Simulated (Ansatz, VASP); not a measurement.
# SnO2: VASP beside Ansatz

```xyz
6
Lattice="4.7207 0.0000 0.0000 0.0000 4.7207 0.0000 0.0000 0.0000 3.1888" Properties=species:S:1:pos:R:3 pbc="T T T"
Sn    0.0000    0.0000   -0.1680
Sn    2.3604    2.3604    1.7624
O     1.0222    1.8679    0.0977
O     1.3382    4.2283    1.4966
O     3.6985    2.8528    0.0977
O     3.3826    0.4925    1.4966
```

Change from the starting cell: mode 4 frozen in at -0.598 Å and mode 5 at -0.168 Å (largest displacements).

Alike in both runs: task single point; functional LDA; k mesh 6 × 6 × 8; occupations gaussian, width 0.05 eV; no spin polarisation.

|  | VASP | Ansatz |
| --- | --- | --- |
| version | VASP 6.6.1 | Ansatz 0.2.0 |
| potentials or method | VASP PAW LDA potentials, release 64 (Sn_d, O) | scalar-relativistic, plane waves, PAW |
| plane-wave cutoff (eV) | 520 | 520 |
| valence electrons in the cell | 52 | 52 |

Ansatz gave:

* gap on the k mesh at the Fermi level (eV): 0.37
* least direct gap on the mesh (eV): 0.37
* pressure (GPa): -9.5
* largest component of the traceless stress (GPa): 4.44
* rms of the force components (eV/Å): 1.179

Q: What did VASP give for the same quantities?

A: gap on the k mesh at the Fermi level (eV): 0.37; least direct gap on the mesh (eV): 0.37; pressure (GPa): -8.5; largest component of the traceless stress (GPa): 4.22; rms of the force components (eV/Å): 1.167.

Atom by atom the forces differ by 0.025 eV/Å (rms over components). Ansatz warned: «pseudo_functional_mismatch».

Caveats: spin-orbit coupling is left out, which moves the levels of the heavy elements; forces of over 1 eV/Å show positions far from the minimum, so gaps and moduli don't describe the material at rest.
